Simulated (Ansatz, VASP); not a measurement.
# SrCl2: VASP beside Ansatz

```
CELL_PARAMETERS angstrom
2.45672 1.41839 4.01532
-2.45672 1.41839 4.01532
0.00000 -2.83678 4.01532
ATOMIC_POSITIONS crystal
Sr 0.00000 0.00000 0.00000
Cl 0.24995 0.24995 0.24995
Cl 0.75005 0.75005 0.75005
```

The cell was built by a generator and needn't be a form met in nature.

Alike in both runs: task single point; functional r2SCAN; k mesh 4 × 4 × 4; no spin polarisation.

|  | VASP | Ansatz |
| --- | --- | --- |
| version | VASP 6.6.1 | Ansatz 0.2.0 |
| potentials or method | VASP PAW PBE potentials, release 64 (Sr_sv, Cl) | plane waves, PAW |
| plane-wave cutoff (eV) | 520 | 500 |
| occupations | gaussian, width 0.01 eV | fixed |
| valence electrons in the cell | 24 | 24 |

Ansatz gave:

| Quantity | Value |
| --- | --- |
| gap on the k mesh at the Fermi level (eV) | 5.98 |
| pressure (GPa) | 0.7 |

**Question.** Estimate VASP's values.

**Answer.** gap on the k mesh at the Fermi level (eV): 5.98; pressure (GPa): 0.8.

Caveats: the PAW data sets were made with another functional, which shifts forces and pressure a little (VASP). r2SCAN opens gaps a little over a GGA but as a rule still falls short of measured ones. A k mesh can miss the band edges.
